## Reusing a cell with another functional

A crystal cell is often taken from a database or an earlier calculation and then used with a different density functional. The atoms stay where they were, but the pressure in the cell does not stay the same. It matters how large that change is, because a hidden pressure enters every property that depends on volume. The table follows it through elements in the body-centred cubic (bcc) structure, each computed with LDA and with r2SCAN at exactly the same cell.

Bcc elements (space group Im-3m) computed in Ansatz 0.2.0 with LDA (1) and r2SCAN (2), using scalar-relativistic frozen-core PAW without spin polarization, at the same supplied cell for both. Cutoffs are 420 eV (1) and 500 eV (2), with 14×14×14 to 19×19×19 k points and Fermi-Dirac smearing of 0.03 to 0.08 eV. Pressure is positive in compression.

```
crystal  space group  largest Z  volume (Å³/atom)  pressure, LDA (1) (GPa)  pressure, r2SCAN (2) (GPa)  pressure, (2) less (1) (GPa)
      B          229          5             6.144                    -8.26                       -3.94                          4.32
      C          229          6             6.640                   -11.51                        3.27                         14.78
     Al          229         13             16.94                        ?                           ?                             ?
     Ti          229         22             17.68                   -10.64                       -2.68                          7.96
     Rh          229         45             14.47                   -15.52                       -6.14                          9.38
     Sn          229         50             27.57                    -3.90                       -1.30                          2.60
     Ta          229         73             18.13                   -10.08                       -1.31                          8.77
      W          229         74             16.30                   -16.42                       -7.11                          9.32
```

A negative pressure means that the cell is larger than the functional prefers, so the crystal would shrink if it were allowed to. With LDA this holds for all seven known elements. Going to r2SCAN raises the pressure in each of them, by 2.6 GPa in tin and by almost 15 GPa in carbon. For scale, 1 GPa is 10 000 bar.

Of the eight elements, only tantalum and tungsten are bcc under ordinary conditions. Spin-orbit coupling is left out of both calculations, so its effect should largely cancel in the pressure change.

The question is what aluminium will do.

## Why r2SCAN pushes outwards

LDA treats each point of the crystal as if it lay in a uniform electron gas of the same density. Real electrons crowd together around atoms and in bonds, and r2SCAN takes account of this unevenness. Relative to LDA, it favours uneven densities over smooth ones. Compression usually makes the outer electrons more evenly spread, so r2SCAN rewards it less than LDA does. The preferred volume is then larger, and at a fixed cell this appears as extra outward pressure. This is the standard explanation of why LDA binds solids too tightly; the signs in the known rows agree with it.

The size of the pressure change also depends on stiffness. Close to the preferred volume V₀, the pressure is roughly

P ≈ −K (V − V₀)/V₀,

where V is the volume of the cell and K the bulk modulus, the resistance to uniform compression. If two functionals prefer volumes that differ by a fraction s, their pressures at one cell differ by about K·s. A stiff crystal turns a small disagreement about volume into a large disagreement about pressure.

## An estimate for aluminium

The simplest model gives every metal the same s. I fitted it to titanium, rhodium, tin, tantalum and tungsten, using rough recalled moduli of their ordinary phases, which for some of them are not bcc. Boron and carbon were left out because I know no reliable modulus for their bcc forms. The fit gives s ≈ 0.037: r2SCAN typically prefers a volume nearly 4 % larger than LDA does.

Aluminium was not part of the fit. The modulus of its ordinary, non-bcc form is roughly 76 GPa, so the model predicts a pressure change of 0.037 × 76 ≈ 2.8 GPa. A similar fit to the LDA pressures gives −4.3 GPa for aluminium. That second estimate is less secure, because it also assumes that all the cells are stretched to a similar degree. They were used as supplied, whether from measurement, a database or an earlier relaxation, and some measured cells may have been taken under pressure.

The model deserves only modest trust. Its typical miss on the five metals is 2.2 GPa, against 2.6 GPa if each is simply given their average change. Titanium shows the weakness best: it is the second softest of the five, yet its pressure changes by 8 GPa, almost as much as that of tantalum or tungsten. Stiffness is part of the story, but s clearly varies from metal to metal.

There is a physical argument for a small s in aluminium, though not a strict one. Its three outer electrons move almost freely and spread rather evenly between the atoms. For a perfectly uniform gas, r2SCAN is constructed to give the same answer as LDA. This suggests that they disagree little in the space between the atoms. Closer to the nuclei, however, the density is uneven in every metal, and there they can still differ.

Boron offers a second hint, since it also has three outer electrons. If the energy behind the pressure change were the same per electron, the change would scale inversely with volume. That gives 4.32 × 6.144/16.94 ≈ 1.6 GPa for aluminium, though it rests on a single element. Fitted to all seven known elements, the same rule gives 3.5 GPa, so this hint is weak.

I therefore moved the model's values for the change and for the LDA pressure towards zero. The ranges are judgements, not statistical intervals:

- Pressure change: 1.5 GPa, range 0 to 3, probably the smallest in the table.
- LDA pressure: −3.0 GPa, range −5 to −1.5.
- r2SCAN pressure: −1.5 GPa, range −3.5 to +0.5.

## What the calculation gives

The withheld rows as computed:

```
crystal  space group  largest Z  volume (Å³/atom)  pressure, LDA (1) (GPa)  pressure, r2SCAN (2) (GPa)  pressure, (2) less (1) (GPa)
     Al          229         13             16.94                    -2.95                       -3.22                         -0.27
```

The change is indeed the smallest in the table, but the forecast for its size failed. The computed value is −0.27 GPa, just outside the range and about 1.8 GPa below the central forecast. The LDA pressure agrees with its forecast to within 0.1 GPa. The r2SCAN pressure lies inside its range, but near the lower end and 1.7 GPa below the central value.

The good LDA result does not vindicate the reasoning behind it. The uniform-gas argument concerns the difference between the functionals, whereas each pressure by itself also depends on how large a cell was supplied. I had expected r2SCAN to relieve about half of the LDA tension. In fact it relieves none, and both functionals find this cell too large by about the same amount.

The uniform-gas argument pointed in the right direction, but the result does not prove it. PBE, another common functional, also matches LDA for a uniform gas, yet it is known to give aluminium a clearly larger cell than LDA does. The shared limit alone therefore cannot explain the near-agreement found here. No better value of the modulus could have rescued the stiffness model: a positive s multiplied by any realistic stiffness still gives a clear positive change. What fails is the assumption of a common s. In aluminium the two preferred volumes differ by only about 0.4 %, roughly a tenth of the fitted value.

The estimate scaled from boron came closer than either fit, but it was still too high. Atomic structure suggests a possible reason. Boron's outer p electrons have no inner p shell beneath them, so they stay close to the nucleus and form a compact, uneven cloud. Aluminium does have such an inner shell, and its outer p electrons are pushed outwards into a smoother distribution. An equal number of electrons therefore does not mean an equally even density. The pressures alone do not test this explanation.

I give the negative sign no physical cause. For every element here, LDA was run with PAW files made for PBE, as r2SCAN may have been too, and the error this brings to the pressure has not been measured. It could matter for a change as small as aluminium's. The two functionals also used different basis cutoffs, but that is unlikely to explain the sign. In aluminium the estimated corrections for the finite basis are 0.057 GPa with LDA and 0.004 GPa with r2SCAN, a difference of only 0.05 GPa against an effect of 0.27 GPa. In carbon they differ by more, 0.7 GPa, but that is only 5 % of carbon's large change. The safe reading is that the two functionals nearly agree in aluminium.

## How far the rule carries

Neither stiffness nor the evenness of the outer electrons is a reliable guide by itself. The stiffness model barely beat a plain average on its own five metals, and it failed for aluminium. The limits of the evenness argument show in tungsten. Its pressure changes by 9 GPa, yet it is so stiff that this is only 3 % of its modulus, the smallest share among the five fitted metals. Its partly filled d shells are nevertheless far from a uniform gas.

Tin gives the same warning from the other side. Its outer electrons are of s and p type, as in aluminium, yet its pressure change is nearly 5 % of its modulus, well within the spread of the d metals. Its filled 4d shell may contribute, but that is a guess, since the shell lies about 10 eV below the bottom of the outer bands. Being a simple sp metal is evidently not enough to make the two functionals agree.

Carbon and boron set another limit. They are neighbours in the periodic table and have cells of similar size, yet carbon's pressure change is 3.4 times boron's. Carbon is also the only element here that passes from tension to compression. Neither cell size nor electron count alone would have foretold that.

## What to do about it

When the functional changes, relax the cell again before computing anything sensitive to volume. A standard correction will not do, since the changes in this table run from almost nothing to nearly 15 GPa. If the cell must stay fixed, report the pressure with each functional and divide the difference by the bulk modulus. The result shows roughly how far apart the preferred volumes are, which is easier to judge than a pressure.

A pressure near zero is not by itself a mark of quality. It shows that the functional and the supplied cell suit each other, and a cell relaxed with some other functional carries that functional's preference with it. The printed analysis below gives the fits and the result for each element.

Printed output of the fit:

```
fit of dP on 5 rows: coefficient of K 0.03681 +/- 0.0052; rms 2.17, worst Ti -3.91, leave-one-out rms 2.7
  rows outside the fit (model, value, miss): Al 2.798, -0.27, 3.07
fit of P_1 on 5 rows: coefficient of K -0.05713 +/- 0.005; rms 2.09, worst Ti 4.36, leave-one-out rms 2.36
  rows outside the fit (model, value, miss): Al -4.342, -2.95, -1.39
fit of dP on 7 rows: coefficient of dens 19.56 +/- 3.1; rms 3.22, worst B 5.23, leave-one-out rms 3.91
  rows outside the fit (model, value, miss): Al 3.463, -0.27, 3.73
rms miss of the stiffness model for the change, five metals, GPa: 2.166
rms miss of a plain mean for the change, five metals, GPa: 2.554
stiffness model for Al, r2SCAN pressure, GPa: -1.544
change for Al scaled from boron by volume, GPa: 1.567
Al change, forecast less computed, GPa: 1.77
Al LDA pressure, forecast less computed, GPa: -0.05
Al r2SCAN pressure, forecast less computed, GPa: 1.72
change in C over change in B: 3.421
difference of the basis corrections in C, GPa: 0.6997
the same as a share of the change in C, percent: 4.734
Change by element:
  row  change_GPa  change_over_modulus_percent  eV_per_valence_electron
    B        4.32                          n/a                  0.05522
    C       14.78                          n/a                   0.1531
   Al       -0.27                      -0.3553                -0.009516
   Ti        7.96                        7.236                   0.2196
   Rh        9.38                        3.474                  0.09413
   Sn         2.6                        4.727                   0.1119
   Ta        8.77                        4.616                   0.1985
    W        9.32                        3.006                    0.158
```
